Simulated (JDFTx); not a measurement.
Here is a JDFTx 1.7.0 (patched build) calculation.

Si.in

```
lattice \
    0.0000000000     5.1435532945     5.1435532945 \
    5.1435532945     0.0000000000     5.1435532945 \
    5.1435532945     5.1435532945     0.0000000000
coords-type Lattice
ion Si     0.5000000000     0.5000000000     0.5000000000 1
ion Si     0.7500000000     0.7500000000     0.7500000000 1

ion-species pseudo/Si.upf
elec-cutoff 16 128
elec-ex-corr lda-PW
kpoint-folding 8 8 8
elec-smearing Fermi 0.0018374661
elec-n-bands 9
electronic-SCF nIterations 100 energyDiffThreshold 1e-10
electronic-minimize nIterations 30 energyDiffThreshold 1e-7
forces-output-coords Cartesian
lattice-minimize nIterations 30 energyDiffThreshold 1e-7

dump-name run.$VAR
dump End Ecomponents EigStats BandEigs Kpoints Forces Stress
```

Potentials or basis: PseudoDojo-SR-LDA-0.4.1-standard.

Command:

```sh
$ jdftx -c 1 -i Si.in -o Si.out
```

Problem. Predict the relaxed volume.

Solution. 19.62 Å³/atom.

Problem. What does it give for the band gap on the k mesh?

Solution. 0.50 eV, indirect (least direct gap 2.54 eV).

The path:
```
step  energy change (eV)  largest force (eV/Å)  pressure (GPa)  volume (Å³)
   1              0.0000                0.0000           -2.51        40.33
   2             -0.0029                0.0000           -2.08        40.13
   3             -0.0088                0.0000            0.02        39.22
   4             -0.0088                0.0000            0.00        39.23
   5             -0.0088                0.0000            0.00        39.23
```

A k mesh can miss the band edges.
